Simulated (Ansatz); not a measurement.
Reaction (adduct formation): boron trifluoride + pyridine → `F[B-](F)(F)[n+]1ccccc1`

Isolated molecules relaxed with PBE0-D4/def2-TZVP in Ansatz; ΔE leaves out vibrations. CCSD(T)/CBS adds triple-zeta CCSD(T) − MP2 to the extrapolated MP2 energy (def2 sets, frozen cores). This one scheme is used for every species. Functionals use def2-TZVPP. HSE06 is defined as in plane-wave codes. Each species was taken in one conformer, which may not be the lowest.

Task: Is it downhill or uphill in electronic energy at CCSD(T)/CBS, and by how much? (An estimate is asked.)

Result: Computed: Downhill: ΔE = -105.9 kJ/mol.

Task: What do these levels give: HSE06-D4, ωB97X-V, PBE0, HF/def2-SVP, HF/CBS(def2), MP2/CBS(def2)? (An estimate is asked.)

Result: Ansatz gave: HSE06-D4 -108.8, ωB97X-V -109.8, PBE0 -100.3, HF/def2-SVP -93.9, HF/CBS(def2) -67.2, MP2/CBS(def2) -105.5 kJ/mol.

Largest T1 diagnostic among the species: 0.012.

In def2-TZVPP, CCSD(T) changes the Hartree–Fock value by −35.1 kJ/mol (the triples alone add −3.7 kJ/mol) and MP2 by −34.8 kJ/mol. The D4 term adds −16.3 kJ/mol with B3LYP and −9.3 kJ/mol with PBE0; it sums over pairs of atoms, weighted by their polarisabilities, and B3LYP, whose exchange is more repulsive, gets the larger term.

B3LYP here is the variant with VWN-RPA as its local correlation; programs differ in this.
